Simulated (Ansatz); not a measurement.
Calculated ²³Na NMR of the central transition for Na7NbO6

Cell: a computed structure from the Materials Project (it need not be an observed phase), taken as it stands.

```cif
data_Na7NbO6
_symmetry_space_group_name_H-M 'R3:H'
_symmetry_Int_Tables_number 146
_cell_length_a 6.4791
_cell_length_b 6.4791
_cell_length_c 15.7155
_cell_angle_alpha 90.000
_cell_angle_beta 90.000
_cell_angle_gamma 120.000
loop_
_atom_site_label
_atom_site_type_symbol
_atom_site_symmetry_multiplicity
_atom_site_Wyckoff_symbol
_atom_site_fract_x
_atom_site_fract_y
_atom_site_fract_z
Na1 Na 9 b 0.7331 0.6759 0.5570
Na2 Na 9 b 0.3148 0.3910 0.4377
Na5 Na 3 a 0.0000 0.0000 0.3429
Nb Nb 3 a 0.0000 0.0000 0.9966
O9 O 9 b 0.7042 0.6205 0.4048
O10 O 9 b 0.3369 0.4079 0.5903
```

One atom of each set is listed; the run and its k-mesh use a cell of 14 atoms with edges of 6.44, 6.44, 6.44 Å.

All values are calculated (Ansatz; DFT, r2SCAN, plane waves and PAW, scalar-relativistic, 500 eV cutoff, Γ-centred 4×4×4 k-points, Fermi–Dirac smearing 0.02 eV), not measured.

²³Na has I = 3/2 and Q = 104.0 mb (Pyykkö 2018); at 23.5 T its Larmor frequency is ν₀ = 264.8 MHz. Only the quadrupole interaction is simulated: positions count from each site's isotropic chemical shift, and J coupling is left out, as are shift anisotropy and dipolar coupling, which fast spinning averages.

(1) What does the ²³Na spectrum (fast magic-angle spinning) show for each site?

## Answers

(1) 

```tsv
site	first shell	C_Q (MHz)	η	P_Q (MHz)	δ_QIS (ppm)	breadth (kHz)
Na1	4 O at 2.29–2.41 Å; also 1 O at 2.97 Å	-4.71	0.81	5.20	-9.64	5.79
Na2	4 O at 2.26–2.40 Å; also 1 O at 2.97 Å	-4.06	0.64	4.33	-6.67	4.08
Na5	6 O at 2.44–2.77 Å; also 6 Na at 2.76–2.77 Å	3.86	0.00	3.86	-5.30	3.01
```

δ_QIS = −(ν_Q²/30ν₀²)[I(I+1) − 3/4](1 + η²/3) × 10⁶ ppm with ν_Q = 3|C_Q|/[2I(2I−1)]; it falls as 1/B₀² in ppm, and the breadth as 1/B₀ in kHz.

An axis of threefold or higher order runs through Na5, so V_zz lies along it and η is zero.

The largest force is 0.5 eV/Å, so the atoms aren't at the calculated equilibrium and relaxing them would move these values.
